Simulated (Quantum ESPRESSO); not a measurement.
# Ba (Im-3m) in Quantum ESPRESSO: further runs

The runs below take Ba through density of states, projected density of states, band structure, with RPBE, PBEsol+D2, revPBE+D3(BJ), PW91.

Everything below comes from runs of Quantum ESPRESSO 7.5. Logs are shortened: lines on timing, memory, paths and dates and some standing lists are left out, and cuts for length are marked.

### 1 The structure

The structure is cubic, space group Im-3m (No. 229). The conventional cell has a = 5.013 Å, b = 5.013 Å, c = 5.013 Å, α = 90.00°, β = 90.00°, γ = 90.00°. Ba (site symmetry m-3m) is surrounded by 8 Ba at 4.34 Å.

### 2 Density of states, RPBE (cell strained at random at fixed volume)

Contents of pw.in:

```
&CONTROL
  calculation = 'scf'
  prefix = 'pwscf'
  outdir = './tmp'
  pseudo_dir = './pseudo'
  tprnfor = .true.
  tstress = .true.
  disk_io = 'low'
/
&SYSTEM
  ibrav = 0
  nat = 1
  ntyp = 1
  ecutwfc = 40
  nbnd = 10
  input_dft = 'rpbe'
  occupations = 'smearing'
  smearing = 'gaussian'
  degauss = 0.00734986
/
&ELECTRONS
  conv_thr = 2d-10
  electron_maxstep = 120
  mixing_beta = 0.5
/
ATOMIC_SPECIES
Ba   137.3270 56_Ba_10_2.8_2.8_pbe_n_v1.0.upf
CELL_PARAMETERS angstrom
  -2.5075070000    2.5113910000    2.5511100000
   2.5199370000   -2.5589230000    2.6110710000
   2.4001070000    2.4515220000   -2.5986420000
ATOMIC_POSITIONS crystal
Ba     0.0000000000    0.0000000000    0.0000000000
K_POINTS automatic
8 8 8 0 0 0
```

Contents of nscf.in:

```
&CONTROL
  calculation = 'nscf'
  prefix = 'pwscf'
  outdir = './tmp'
  pseudo_dir = './pseudo'
  disk_io = 'low'
/
&SYSTEM
  ibrav = 0
  nat = 1
  ntyp = 1
  ecutwfc = 40
  nbnd = 10
  input_dft = 'rpbe'
  occupations = 'tetrahedra_opt'
/
&ELECTRONS
  conv_thr = 1d-08
  electron_maxstep = 120
  mixing_beta = 0.5
/
ATOMIC_SPECIES
Ba   137.3270 56_Ba_10_2.8_2.8_pbe_n_v1.0.upf
CELL_PARAMETERS angstrom
  -2.5075070000    2.5113910000    2.5511100000
   2.5199370000   -2.5589230000    2.6110710000
   2.4001070000    2.4515220000   -2.5986420000
ATOMIC_POSITIONS crystal
Ba     0.0000000000    0.0000000000    0.0000000000
K_POINTS automatic
12 12 12 0 0 0
```

Contents of dos.in:

```
&DOS
  prefix = 'pwscf'
  outdir = './tmp'
  fildos = 'dos.dat'
  Emin = -9
  Emax = 16
  DeltaE = 0.05
/
```

Potentials or basis: SPMS 1.0 PBE.

Run with:

```bash
$ OMP_NUM_THREADS=1 pw.x -in pw.in > pw.out
$ OMP_NUM_THREADS=1 pw.x -in nscf.in > nscf.out
$ OMP_NUM_THREADS=1 dos.x -in dos.in > dos.out
```

pw.out:

```text
This program is part of the open-source Quantum ESPRESSO suite
     for quantum simulation of materials; please cite
         "P. Giannozzi et al., J. Phys.:Condens. Matter 21 395502 (2009);
         "P. Giannozzi et al., J. Phys.:Condens. Matter 29 465901 (2017);
         "P. Giannozzi et al., J. Chem. Phys. 152 154105 (2020);
     in publications or presentations arising from this work. More details at

     IMPORTANT: XC functional enforced from input :
     Exchange-correlation= RPBE
                           (   1   4  44   4   0   0   0)
     Any further DFT definition will be discarded
     Please, verify this is what you really want

     Message from routine setup:
     using ibrav=0 with symmetry is DISCOURAGED, use correct ibrav instead

     G-vector sticks info
     --------------------
     sticks:   dense  smooth     PW     G-vecs:    dense   smooth      PW
     Sum         837     837    289                14535    14535    3011

     Using Slab Decomposition

     bravais-lattice index     =            0
     lattice parameter (alat)  =       8.2594  a.u.
     unit-cell volume          =     425.0693 (a.u.)^3
     number of atoms/cell      =            1
     number of atomic types    =            1
     number of electrons       =        10.00
     number of Kohn-Sham states=           10
     kinetic-energy cutoff     =      40.0000  Ry
     charge density cutoff     =     160.0000  Ry
     scf convergence threshold =      2.0E-10
     mixing beta               =       0.5000
     number of iterations used =            8  plain     mixing
     Exchange-correlation= RPBE
                           (   1   4  44   4   0   0   0)

     celldm(1)=   8.259387  celldm(2)=   0.000000  celldm(3)=   0.000000
     celldm(4)=   0.000000  celldm(5)=   0.000000  celldm(6)=   0.000000

     crystal axes: (cart. coord. in units of alat)
               a(1) = (  -0.573711   0.574600   0.583687 )
               a(2) = (   0.576555  -0.585475   0.597406 )
               a(3) = (   0.549138   0.560902  -0.594562 )

     reciprocal axes: (cart. coord. in units 2 pi/alat)
               b(1) = (  0.017252  0.889228  0.854819 )
               b(2) = (  0.886803  0.027282  0.844789 )
               b(3) = (  0.907981  0.900376  0.006104 )

     PseudoPot. # 1 for Ba read from file:
     56_Ba_10_2.8_2.8_pbe_n_v1.0.upf
     Pseudo is Norm-conserving + core correction, Zval = 10.0
     Generated using ONCVPSP code by D. R. Hamann
     Using radial grid of 1950 points,  8 beta functions with:
                l(1) =   0
                l(2) =   0
                l(3) =   1
                l(4) =   1
                l(5) =   2
                l(6) =   2
                l(7) =   3
                l(8) =   3

     atomic species   valence    mass     pseudopotential
     Ba               10.00   137.32700     Ba( 1.00)

      2 Sym. Ops., with inversion, found

   Cartesian axes

     site n.     atom                  positions (alat units)
         1        Ba     tau(   1) = (   0.0000000   0.0000000   0.0000000  )

     number of k points=   260  Gaussian smearing, width (Ry)=  0.0073

     Number of k-points >= 100: set verbosity='high' to print them.

     Dense  grid:    14535 G-vectors     FFT dimensions: (  36,  36,  36)

     Initial potential from superposition of free atoms

     starting charge       9.9834, renormalised to      10.0000
     Starting wfcs are    5 randomized atomic wfcs +    5 random wfcs

     Self-consistent Calculation

     iteration #  1     ecut=    40.00 Ry     beta= 0.50
     Davidson diagonalization with overlap
     ethr =  1.00E-02,  avg # of iterations =  7.5

     Threshold (ethr) on eigenvalues was too large:
     Diagonalizing with lowered threshold

     Davidson diagonalization with overlap
     c_bands:  1 eigenvalues not converged
     c_bands:  1 eigenvalues not converged
     c_bands:  1 eigenvalues not converged
     c_bands:  1 eigenvalues not converged
     c_bands:  1 eigenvalues not converged
     c_bands:  1 eigenvalues not converged
     ethr =  9.79E-06,  avg # of iterations = 10.9

     total energy              =     -56.54448748 Ry
     estimated scf accuracy    <       0.00103548 Ry

     iteration #  2     ecut=    40.00 Ry     beta= 0.50
     Davidson diagonalization with overlap
     ethr =  1.04E-05,  avg # of iterations =  1.1

     total energy              =     -56.54473389 Ry
     estimated scf accuracy    <       0.00027463 Ry

     iteration #  3     ecut=    40.00 Ry     beta= 0.50
     Davidson diagonalization with overlap
     ethr =  2.75E-06,  avg # of iterations =  3.0

     total energy              =     -56.54477763 Ry
     estimated scf accuracy    <       0.00000678 Ry

     iteration #  4     ecut=    40.00 Ry     beta= 0.50
     Davidson diagonalization with overlap
     ethr =  6.78E-08,  avg # of iterations =  4.5

     total energy              =     -56.54478330 Ry
     estimated scf accuracy    <       0.00000035 Ry

     iteration #  5     ecut=    40.00 Ry     beta= 0.50
     Davidson diagonalization with overlap
     ethr =  3.47E-09,  avg # of iterations =  3.9

     total energy              =     -56.54478349 Ry
     estimated scf accuracy    <       0.00000001 Ry

     iteration #  6     ecut=    40.00 Ry     beta= 0.50
     Davidson diagonalization with overlap
     ethr =  1.26E-10,  avg # of iterations =  3.9

     total energy              =     -56.54478350 Ry
     estimated scf accuracy    <          2.3E-09 Ry

     iteration #  7     ecut=    40.00 Ry     beta= 0.50
     Davidson diagonalization with overlap
     ethr =  2.29E-11,  avg # of iterations =  2.4

     End of self-consistent calculation

     Number of k-points >= 100: set verbosity='high' to print the bands.

     the Fermi energy is     5.8357 ev

!    total energy              =     -56.54478350 Ry
     estimated scf accuracy    <          5.5E-11 Ry
     smearing contrib. (-TS)   =      -0.00033235 Ry
     internal energy E=F+TS    =     -56.54445115 Ry

     The total energy is F=E-TS. E is the sum of the following terms:
     one-electron contribution =     -14.13368358 Ry
     hartree contribution      =       9.14142846 Ry
     xc contribution           =     -13.14517885 Ry
     ewald contribution        =     -38.40701719 Ry

     convergence has been achieved in   7 iterations

     Forces acting on atoms (cartesian axes, Ry/au):

     atom    1 type  1   force =     0.00000000    0.00000000    0.00000000

     Total force =     0.000000     Total SCF correction =     0.000000

     Computing stress (Cartesian axis) and pressure

          total   stress  (Ry/bohr**3)                   (kbar)     P=        6.62
   0.00005139   0.00002953  -0.00000201            7.56        4.34       -0.30
   0.00002953   0.00004701   0.00001453            4.34        6.91        2.14
  -0.00000201   0.00001453   0.00003664           -0.30        2.14        5.39

=------------------------------------------------------------------------------=
   JOB DONE.
=------------------------------------------------------------------------------=
```

Wall time 8.2 min (1 thread of Arm Neoverse V1, shared host); peak memory 0.27 GiB.

What came out:

```
Free energy            : -769.3310 eV
Pressure               : 0.7 GPa
Band gap on the k mesh : none (metal or under the smearing width)
```

Stress tensor (GPa, compression positive):
```
 0.76  0.43 -0.03
 0.43  0.69  0.21
-0.03  0.21  0.54
```

Levels at points of the mesh, in eV from the Fermi level:
```tsv
k point	band 3	band 4	band 5	band 6	band 7	band 8
(0.00, 0.00, 0.00)	-13.89	-13.88	-2.71	1.66	1.94	2.09
(0.00, 0.00, -0.50)	-14.08	-13.91	-0.81	0.60	1.45	3.36
(0.00, -0.50, 0.00)	-14.03	-13.89	-0.85	0.81	1.16	3.12
(0.00, -0.50, -0.50)	-14.02	-13.89	-0.87	0.85	1.09	3.12
(-0.50, 0.00, 0.00)	-14.04	-13.89	-0.84	0.88	1.21	3.01
(-0.50, 0.00, -0.50)	-14.04	-13.89	-0.85	0.81	1.19	3.11
(-0.50, -0.50, 0.00)	-14.02	-13.90	-0.86	0.55	1.16	3.63
(-0.50, -0.50, -0.50)	-14.22	-14.15	-0.56	-0.48	3.78	4.06
```

States per cell in windows of 0.5 eV (zero at the Fermi level; states under -8 eV left out):
```csv
from (eV),total
-8.0,0.00
-7.5,0.00
-7.0,0.00
-6.5,0.00
-6.0,0.00
-5.5,0.00
-5.0,0.00
-4.5,0.00
-4.0,0.00
-3.5,0.00
-3.0,0.01
-2.5,0.08
-2.0,0.15
-1.5,0.26
-1.0,0.59
-0.5,0.89
0.0,0.58
0.5,1.85
1.0,1.08
1.5,0.43
2.0,0.66
2.5,0.92
3.0,1.20
3.5,1.78
4.0,0.57
4.5,0.78
5.0,0.17
5.5,0.00
6.0,0.00
6.5,0.00
7.0,0.00
7.5,0.00
```

Caveat: the potentials were made for another functional, which shifts forces and pressure. Spin-orbit coupling is left out, which matters for the levels of Ba.

(Continued in part 2 of 3.)
